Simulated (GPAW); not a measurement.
Si in GPAW: convergence with plane-wave cutoff (eV)

The system is Si.

```
Si
1.0
     2.66225   -0.03624   -0.00683
    -1.36251    2.23176    0.04190
    -0.00643    0.04182    2.48776
Si
1
Direct
  0.00000 0.00000 0.00000
```

This isn't the form of Si at room conditions, which is diamond.

```yaml
Program: GPAW 26.7.0
Task: convergence study
Functional: PBE
Potentials_or_basis: JTH PAW 2.0, PBE
Cutoff: 200 eV
Basis: pw
k_mesh: 7 × 7 × 7
Occupations: fermi-dirac, width 0.05 eV
Spin: no spin polarisation
```

These are the settings of the first run; the series varies plane-wave cutoff (eV), with any setting tied to it.

Hardware: 1 thread of Arm Neoverse V2 (shared host).

```tsv
plane-wave cutoff (eV)	energy less the tightest run, at zero smearing (meV/atom)	pressure (GPa)	SCF cycles	CPU time (s)	peak memory (GiB)
200	-70.25	2.68	8	4.7	0.11
250	-85.86	5.67	8	5.1	0.12
300	-50.17	5.93	10	6.3	0.12
350	-15.93	4.42	15	9.2	0.12
400	-9.10	3.45	16	11	0.12
500	-7.71	3.57	12	10	0.13
600	-2.25	3.52	13	13	0.14
800	-0.27	3.20	14	24	0.15
1000	0.00	3.21	15	22	0.17
```

Against the tightest run, the energy stays within 1 meV/atom from 800 on; the pressure stays within 0.1 GPa from 800 on. The tightest run that finished is the yardstick and may itself not be fully converged.

Caveat, for the tightest run too: the k mesh is coarse (spacing up to 0.41 Å⁻¹), so the values aren't converged; the program truncates these outside data sets.
